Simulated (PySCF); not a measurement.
Runs of PySCF 2.14.0 on Pt. It takes space group Fm-3m (No. 225, cubic). The conventional cell has a = 3.922 Å, b = 3.922 Å, c = 3.922 Å, α = 90.00°, β = 90.00°, γ = 90.00°. Pt (site symmetry m-3m) has 12 Pt at 2.77 Å as nearest neighbours. 

| task | level | potentials or basis | k mesh | density cutoff | potentials | conv_tol | max_cycle | coulomb method | mesh quality | gap on the mesh (eV) | V0 of scaled cells (Å³/atom) | B0 (GPa) |
| --- | --- | --- | --- | --- | --- | --- | --- | --- | --- | --- | --- | --- |
| atomic charges | r2SCAN | DZVP-MOLOPT-HYB/GTH-HYB (UZH) (potentials made for PBE0) | 2 × 2 × 2 | 176 Ha | Pt GTH-HYB-q18 | 1e-07 Ha | 60 | Gaussian density fitting (GDF) | coarse | none | - | - |
| equation of state | PBEsol | DZVP-MOLOPT-SR/GTH-PBE (potentials made for PBE) | 5 × 5 × 5 | 108 Ha | Pt GTH-PBE-q18 | - | - | multigrid | coarse | - | 15.37 | 286 |
| atomic charges | B3LYP | DZVP-MOLOPT-HYB/GTH-HYB (UZH) (potentials made for PBE0) | 2 × 2 × 2 | 176 Ha | Pt GTH-HYB-q18 | 1e-07 Ha | 60 | Gaussian density fitting (GDF) | coarse | none | - | - |
| band structure | LDA | DZVP-MOLOPT-SR/GTH-PBE (potentials made for PBE) | 3 × 3 × 3 | 108 Ha | Pt GTH-PBE-q18 | 1e-07 Ha | 60 | multigrid | coarse | none | - | - |
| band structure | r2SCAN | DZVP-MOLOPT-SR/GTH-PBE (potentials made for PBE) | 3 × 3 × 3 | 108 Ha | Pt GTH-PBE-q18 | 1e-07 Ha | 60 | multigrid | coarse | none | - | - |
| atomic charges | LDA | DZVP-MOLOPT-HYB/GTH-HYB (UZH) (potentials made for PBE0) | 2 × 2 × 2 | 176 Ha | Pt GTH-HYB-q18 | 1e-07 Ha | 60 | Gaussian density fitting (GDF) | coarse | none | - | - |
| equation of state | PBEsol | DZVP-MOLOPT-SR/GTH-PBE (potentials made for PBE) | 4 × 4 × 4 | 108 Ha | Pt GTH-PBE-q18 | - | - | multigrid | coarse | - | (a) | 307 |
| density of states | PBE | DZVP-MOLOPT-SR/GTH-PBE (potentials made for PBE) | 12 × 12 × 12 | 108 Ha | Pt GTH-PBE-q18 | 1e-07 Ha | 60 | multigrid | not flagged | none | - | - |
| atomic charges | PBE0 | DZVP-MOLOPT-HYB/GTH-HYB (UZH) (potentials made for PBE0) | 2 × 2 × 2 | 176 Ha | Pt GTH-HYB-q18 | 1e-07 Ha | 60 | Gaussian density fitting (GDF) | coarse | none | - | - |
| atomic charges | PBE | DZVP-MOLOPT-HYB/GTH-HYB (UZH) (potentials made for PBE0) | 2 × 2 × 2 | 176 Ha | Pt GTH-HYB-q18 | 1e-07 Ha | 60 | Gaussian density fitting (GDF) | coarse | none | - | - |

Alike in all rows: no spin polarisation; cell as given; smearing fermi-dirac 0.05 eV.

Q: Estimate the missing entries.

A: (a) 15.04.

Caveats: some runs use coarse meshes; the basis of atomic orbitals isn't converged, which shifts pressures, moduli and gaps; the potentials were made for another functional, which shifts forces and pressure (some runs); the default atom-centred grid shifts energies of crystals by up to some 10 meV an atom and pressures by some 0.5 GPa (some runs); on so small a mesh gaps with full-range exact exchange can be off by tenths of an eV to over 1 eV (some runs); meta-GGAs need a finer uniform grid than this (some runs).

A k mesh can miss the band edges, and the runs leave out spin-orbit coupling on Pt.

A gap of «none» marks a metal or a gap under the smearing width.

Not every run made on this cell is shown here.
